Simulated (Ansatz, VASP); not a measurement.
Two plane-wave programs on MgO (Periclase)

```
Mg O
1.0
     0.00000    2.10713    2.10713
     2.10713    0.00000    2.10713
     2.10713    2.10713    0.00000
Mg O
1 1
Direct
  0.00000 0.00000 0.00000
  0.50000 0.50000 0.50000
```

Alike in both runs: task single point; functional LDA; k mesh 10 × 10 × 10; occupations gaussian, width 0.02 eV; no spin polarisation.

|  | VASP | Ansatz |
| --- | --- | --- |
| version | VASP 6.6.1 | Ansatz 0.2.0 |
| potentials or method | VASP PAW LDA potentials, release 64 (Mg, O) | scalar-relativistic, plane waves, PAW |
| plane-wave cutoff (eV) | 520 | 420 |
| valence electrons in the cell | 8 | 16 |

|  | VASP | Ansatz | Ansatz less VASP |
| --- | --- | --- | --- |
| gap on the k mesh at the Fermi level (eV) | 4.64 | 4.64 | 0.000 |
| least direct gap on the mesh (eV) | 4.64 | 4.64 | 0.000 |
| pressure (GPa) | -7.9 | -6.3 | +1.66 |

The two sets of potentials don't hold the same shells in valence.
